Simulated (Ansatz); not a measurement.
Geometry optimisation, DFT PBE, scalar-relativistic, plane waves, PAW in Ansatz 0.2.0.

The input (input.yaml):

```yaml
crystal:
  lattice:
    - [7.300551, 0.0, 0.0]
    - [-3.650275, 6.322462, 0.0]
    - [0.0, 0.0, 7.005124]
  atoms:
    - { symbol: Si, position: [0.5338584, 0.7669292, 0.4166667] }
    - { symbol: Si, position: [0.4661416, 0.2330708, 0.9166667] }
    - { symbol: Si, position: [0.2330708, 0.4661416, 0.75] }
    - { symbol: Si, position: [0.7669292, 0.2330708, 0.5833333] }
    - { symbol: Si, position: [0.7669292, 0.5338584, 0.25] }
    - { symbol: Si, position: [0.2330708, 0.7669292, 0.0833333] }
    - { symbol: O, position: [0.612326, 0.387674, 0.0833333] }
    - { symbol: O, position: [0.0, 0.6828971, 0.1666667] }
    - { symbol: O, position: [0.7753479, 0.387674, 0.4166667] }
    - { symbol: O, position: [0.6828971, 0.6828971, 0.3333333] }
    - { symbol: O, position: [0.3171029, 0.3171029, 0.8333333] }
    - { symbol: O, position: [0.612326, 0.2246521, 0.75] }
    - { symbol: O, position: [0.2246521, 0.612326, 0.9166667] }
    - { symbol: O, position: [0.3171029, 0.0, 0.0] }
    - { symbol: O, position: [0.0, 0.3171029, 0.6666667] }
    - { symbol: O, position: [0.387674, 0.7753479, 0.25] }
    - { symbol: O, position: [0.387674, 0.612326, 0.5833333] }
    - { symbol: O, position: [0.6828971, 0.0, 0.5] }
    - { symbol: H, position: [0.1880829, 0.8970059, 0.5840134] }
total_charge: 1
basis:
  ecutwfc: 420.0
kpoints:
  mp_grid: { grid: [2, 2, 2] }
hamiltonian:
  xc: pbe
  pseudopotentials: { kind: paw, azcp: { folder: soft_1 } }
scf:
  occupations: { method: gaussian, width: 0.02 }
  lower_state_search: "off"
relax:
  f_tol: 0.03
  max_steps: 60
  adjacent_minimum: "off"
output:
  write_density: true
  write_potential: true
  elf: true
  volumetric_format: npy
```

Launched with:

```bash
$ ansatz run input.yaml --threads 1 --pin off --max-ram 3072MiB --backend cpu --events-out ev --progress --plain --runs-dir out
```

Task: Where does it end, and by what steps?

Result: It converged. The force dipped under the threshold on the way, but the program's further checks kept it going. Limits of this set-up: coarse k mesh, charged cell in a uniform background, uncorrected. After 21 steps the energy has fallen by 5.213 eV; H19 moved furthest, 2.28 Å. Joined: O12–H19 (3.04 → 0.99 Å).

| step | energy less start (eV) | largest force component (eV/Å) | accepted |
| --- | --- | --- | --- |
| 0 | 0.0000 | 0.340 | yes |
| 1 | -0.0618 | 0.319 | yes |
| 2 | -0.1549 | 0.381 | yes |
| 3 | -0.2807 | 0.494 | yes |
| 4 | -0.4457 | 0.616 | yes |
| 5 | -0.6558 | 0.831 | yes |
| 6 | -0.9162 | 1.121 | yes |
| 7 | -1.2251 | 1.491 | yes |
| 8 | -1.5896 | 2.013 | yes |
| 9 | -2.0851 | 2.886 | yes |
| 10 | -2.8620 | 4.118 | yes |
| 11 | -4.2788 | 3.728 | yes |
| 12 | -3.3123 | 18.963 | no |
| 13 | -4.7129 | 2.223 | yes |
| 14 | -4.9339 | 0.265 | yes |
| 15 | -5.0738 | 0.370 | yes |
| 16 | -5.1956 | 0.155 | yes |
| 17 | -5.2094 | 0.043 | yes |
| 18 | -5.2121 | 0.051 | yes |
| 19 | -5.2124 | 0.084 | yes |
| 20 | -5.2133 | 0.013 | yes |
| 21 | -5.2133 | 0.014 | yes |

```xyz
19
Lattice="7.3006 0.0000 0.0000 -3.6503 6.3225 0.0000 0.0000 0.0000 7.0051" Properties=species:S:1:pos:R:3
Si 0.950 4.904 2.841
Si 2.423 1.346 6.331
Si -0.040 3.077 5.271
Si 4.838 1.449 3.904
Si 3.439 3.253 1.684
Si -1.311 4.810 0.627
O 3.145 2.224 0.447
O -2.734 4.294 1.191
O 3.972 2.421 2.983
O 2.067 3.988 2.127
O 1.265 2.122 5.535
O 3.694 0.896 5.156
O -0.591 3.725 6.650
O 2.027 -0.142 -0.222
O -1.225 2.166 4.617
O -0.313 5.147 1.859
O 0.396 4.303 4.273
O 5.242 0.041 3.239
H 0.057 6.226 5.123
```

Time of the run: 2.5 min on 1 thread of Intel(R) Xeon(R) Platinum 8488C (Sapphire Rapids), with other jobs on the host, peak memory 0.59 GiB.
